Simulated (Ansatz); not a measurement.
## Varying the input for Zn

The reference input for Ansatz (plane-wave DFT with PAW):

```yaml
crystal:
  lattice:
    - [2.2681701736, -1.30848701, 0.0]
    - [2.2681701736, 1.30848701, 0.0]
    - [-1.5917165425, 0.0, 7.3004081919]
  atoms:
    - { symbol: Zn, position: [0.0, 0.0, 0.0] }
    - { symbol: Zn, position: [0.22198214, 0.22198214, 0.66549502] }
    - { symbol: Zn, position: [0.77801786, 0.77801786, 0.33450498] }
basis:
  ecutwfc: 420
kpoints:
  mp_grid: { grid: [6, 6, 2] }
hamiltonian:
  xc: pbe
scf:
  occupations: { method: gaussian, width: 0.1 }
output:
  forces: true
  stress: true
  eigenvalues: true
```

Command:

```bash
ansatz run input.yaml --threads 1 --pin off --max-ram 1331MiB --backend cpu --events-out ev --progress --plain --runs-dir out
```

The run converges in 6 SCF iterations on 26 irreducible k-points: pressure 4.66 GPa, largest force 0.025 eV/Å, no gap.

Settings here are deliberately varied, not converged. Each trial's input is given as a difference from the reference's; energies are extrapolated to zero smearing where there is one, and pressure is positive in compression.

**Question.** Trial 1:

```diff
 basis:
-  ecutwfc: 420
+  ecutwfc: 500
+  ecutrho_ratio: 12
 kpoints:
-  mp_grid: { grid: [6, 6, 2] }
+  mp_grid: { grid: [4, 4, 1] }
 hamiltonian:
-  xc: pbe
+  xc: r2scan
+  dispersion: d3bjatm
 scf:
+  max_iter: 100
```

What does the program give?

**Answer.** The run converges in 8 SCF iterations on 7 irreducible k-points: pressure -2.12 GPa, largest force 0.095 eV/Å, no gap.

**Question.** Trial 2:

```diff
 hamiltonian:
+  dispersion: d4
```

What happens?

**Answer.** The run converges in 6 SCF iterations on 26 irreducible k-points: pressure 1.10 GPa, largest force 0.025 eV/Å, no gap.

**Question.** Trial 3:

```diff
 basis:
-  ecutwfc: 420
+  ecutwfc: "45 Ry"
 kpoints:
-  mp_grid: { grid: [6, 6, 2] }
+  mp_grid: { kspacing: 0.79 }
 hamiltonian:
+  hubbard: { sites: [{ species: Zn, l: d, u_eff: 5.9 }] }
 output:
-  forces: true
-  stress: true
+  forces: false
+  stress: false
```

What happens?

**Answer.** The run converges in 8 SCF iterations on 14 irreducible k-points: no gap. It warns that the count of filled bands differs between k-points. Under a U the state reached may not be the lowest.

**Question.** Trial 4:

```diff
 crystal:
   atoms:
-    - { symbol: Zn, position: [0.77801786, 0.77801786, 0.33450498] }
+    - { symbol: Zn, position: [0.77801786, 0.77801786, 0.33450498], spin: 0.1 }
 scf:
-  occupations: { method: gaussian, width: 0.1 }
+  occupations: { method: tetrahedron_uncorrected }
+  lower_state_search: "off"
 output:
+  populations: true
+magnetization:
+  spin_polarized: true
+  magnetic_field: 1
```

How does this run end?

**Answer.** The run converges in 25 SCF iterations on 26 irreducible k-points: pressure 4.86 GPa, largest force 0.012 eV/Å, no gap, cell moment 0.00 μB (in the typed magnetic field). It warns that the printed bands weren't solved further after the SCF; that the starting moments were lost.

**Question.** Trial 5:

```diff
 basis:
-  ecutwfc: 420
+  ecutwfc: 410
 kpoints:
-  mp_grid: { grid: [6, 6, 2] }
+  mp_grid: { grid: [1, 6, 2] }
 hamiltonian:
-  xc: pbe
+  xc: lda
 scf:
+  max_iter: 60
```

How does this run end?

**Answer.** The run converges in 7 SCF iterations on 8 irreducible k-points: pressure -28.52 GPa, largest force 0.226 eV/Å, no gap. It warns that the cutoff lies under the recommended one, 420 eV for these potentials; that the mesh lowers the symmetry.

**Question.** Trial 6:

```diff
 basis:
-  ecutwfc: 420
+  ecutwfc: "10 Ha"
 hamiltonian:
+  dispersion: d3bj
 scf:
+  n_extra_bands: 20
```

How does this run end?

**Answer.** The run converges in 8 SCF iterations on 26 irreducible k-points: pressure 3.37 GPa, largest force 0.053 eV/Å, no gap. It warns that the cutoff lies under the recommended one, 420 eV for these potentials.

**Question.** Trial 7:

```diff
 basis:
-  ecutwfc: 420
+  ecutwfc: 450
 kpoints:
-  mp_grid: { grid: [6, 6, 2] }
+  mp_grid: { grid: [5, 7, 2] }
 scf:
+  max_iter: 80
+  convergence: { dr2_threshold: "1e-11 eV" }
```

What does the program give?

**Answer.** The run converges in 9 SCF iterations on 36 irreducible k-points: energy 37.0 meV per atom below the reference, pressure 3.61 GPa, largest force 0.019 eV/Å, no gap. It warns that the mesh lowers the symmetry.